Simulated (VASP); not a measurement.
# Sr, self-consistent run: which settings are enough?

Sr, Fm-3m (no. 225), 1 atom in the cell. RPBE; PAW potentials Sr_sv (PBE set). VASP 6.6.1.

Wanted: energy within 0.2 meV/atom; Fermi level within 0.005 eV.

What the run is for: comparing ways to start; Accuracy asked: tight.

POSCAR:
```
Sr
1.0
    0.0000000000      3.0423500000      3.0423500000
    3.0423500000      0.0000000000      3.0423500000
    3.0423500000      3.0423500000      0.0000000000
Sr
1
Direct
    0.0000000000      0.0000000000      0.0000000000
```

## How the run starts (with a second run first, the time holds both)

| How the run starts (with a second run first, the time holds both) | Energy less reference (meV/atom) | Fermi level (eV) | Time (s) |
|---|---|---|---|
| from scratch: 12 SCF iterations | 0.00 | 1.5815 | 16 |
| density of a coarse mesh (ICHARG 1): 11 + 9 SCF iterations | 0.00 | 1.5815 | 20 |
| orbitals of a lower cutoff (ISTART 1): 11 + 5 SCF iterations | 0.00 | 1.5815 | 17 |
| orbitals of a loose run: 8 + 3 SCF iterations | 0.00 | 1.5815 | 14 |

Chosen: from scratch: 12 SCF iterations; no other choice that stays within half of the tolerance saves 30 % of the time.

The chosen settings are those of the reference run.

## The input

INCAR:
```
GGA      = RP             # functional
ISMEAR   = 1              # smearing method
SIGMA    = 0.1            # smearing width, eV
LWAVE    = False          # write WAVECAR
LCHARG   = False          # write CHGCAR
ISIF     = 2              # what is computed and relaxed
PREC     = Accurate       # precision mode
LASPH    = True           # aspherical terms in the spheres
LREAL    = False          # projectors in reciprocal space
ALGO     = Normal         # electronic algorithm
EDIFF    = 1E-6           # SCF threshold, eV
NELM     = 120            # most SCF steps
GGA_COMPAT= False        
ENCUT    = 400            # plane-wave cutoff, eV
```

KPOINTS:
```
k-points
0
Gamma
  9 9 9
```

Commands:
```
cat potpaw_PBE.64/Sr_sv/POTCAR > POTCAR
mpirun -np 1 vasp_std > vasp.out
```

The chosen input took VASP 6.6.1 16 s on 1 core (AMD EPYC 7R43 (Zen 3)), a shared host.

## An input that fails: restart asked without its files

VASP's message: ERROR: charge density could not be read from file CHGCAR for ICHARG>10.

Changes against the starting input:
```
- NELM = 120
+ NELM = 60
+ ICHARG = 11
```
